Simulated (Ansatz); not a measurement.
FeO (Wuestite):

```
Fe O
1.0
     1.51882    0.87689    2.51958
    -1.51882    0.87689    2.51958
     0.00000   -1.75378    2.51958
Fe O
1 1
Direct
  0.00000 0.00000 0.00000
  0.50000 0.50000 0.50000
```

- Program: Ansatz 0.2.0
- Task: single point
- Functional: PBE
- Potentials or basis: all-electron LAPW, scalar-relativistic
- Cutoff: 348 eV (chosen from the basis error)
- Basis error allowed: 0.001 eV/atom
- k mesh: 11 × 11 × 11
- Occupations: fermi-dirac, width 0.05 eV
- Spin: collinear spin, ferromagnetic start
- Starting moments: [3.0, 0.0] μB

On this cell: pressure -1.3 GPa; largest force under 0.003 eV/Å; net moment 4.00 μB per cell; site moments Fe +3.63; O +0.32 μB; band gap on the k mesh none (metal or under the smearing width).

The same run follows on a disturbed copy (atoms moved at random, drawn with an rms of 0.05 Å):

```
Fe O
1.0
     1.51882    0.87689    2.51958
    -1.51882    0.87689    2.51958
     0.00000   -1.75378    2.51958
Fe O
1 1
Direct
  0.00349 0.00059 0.00193
  0.48174 0.51863 0.48149
```

Task: What does the disturbed cell give?

Result: The energy (extrapolated to zero smearing) moves by +6.3 meV/atom; pressure -0.6 GPa; largest force 0.282 eV/Å; net moment 4.00 μB per cell; site moments Fe +3.59; O +0.32 μB; band gap on the k mesh none (metal or under the smearing width).

Forces in eV/Å, atoms in the order of the input:
```
Fe  -0.182  0.099 -0.192
O    0.182 -0.099  0.192
```

Stress tensor (GPa, compression positive):
```
 0.12 -0.66  0.87
-0.66 -0.61 -0.51
 0.87 -0.51 -1.28
```

Caveats: a cell with one magnetic atom can't hold antiferromagnetic order, which such compounds often take; semilocal functionals often make such compounds metallic where correlation or magnetic order opens a gap, which also shifts bond lengths.
